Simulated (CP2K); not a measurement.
Al2O3:

```
Al O
1.0
     2.88432    0.00000    0.00000
    -1.44216    2.49790    0.00000
     0.00000    0.00000    9.33675
Al O
2 3
Cartesian
  0.0000 0.0000 7.9363
  0.0000 0.0000 1.4004
  0.0000 1.6653 7.2610
  1.4422 0.8326 0.0000
  0.0000 1.6653 2.0757
```

Measurements of this composition are mostly on another form, of space group No. 167.

Program: CP2K 2026.2. Alike in all runs: task band structure; no spin polarisation; cell as given; k mesh 11 × 11 × 3.

Problem. Order these runs on this cell by their band gap on the k mesh, lowest first.
A. level r2SCAN; potentials or basis POTENTIAL_UZH Al GTH-SCAN-q3, O GTH-SCAN-q6; TZVP-MOLOPT-SCAN-GTH basis; smearing fermi-dirac 0.01 eV; points a segment of the path (NPOINTS) 8; bands added on the path 6; CUTOFF of the grids 850 Ry
B. level TB-mBJ; potentials or basis POTENTIAL_UZH Al GTH-PBE-q3, O GTH-PBE-q6; TZVP-MOLOPT-PBE-GTH basis; smearing fermi-dirac 0.05 eV; points a segment of the path (NPOINTS) 6; bands added on the path 4; CUTOFF of the grids 850 Ry
C. level LDA; potentials or basis GTH_POTENTIALS Al GTH-PADE-q3, O GTH-PADE-q6; TZVP-MOLOPT-PBE-GTH basis; smearing fermi-dirac 0.0259 eV; points a segment of the path (NPOINTS) 8; bands added on the path 2; CUTOFF of the grids 600 Ry

Solution. C (4.69 eV), A (5.55 eV), B (5.81 eV).

Caveats: the basis of atomic orbitals isn't converged, which shifts pressures, moduli and gaps; this is a model potential without an energy functional, so only levels have meaning (some runs).

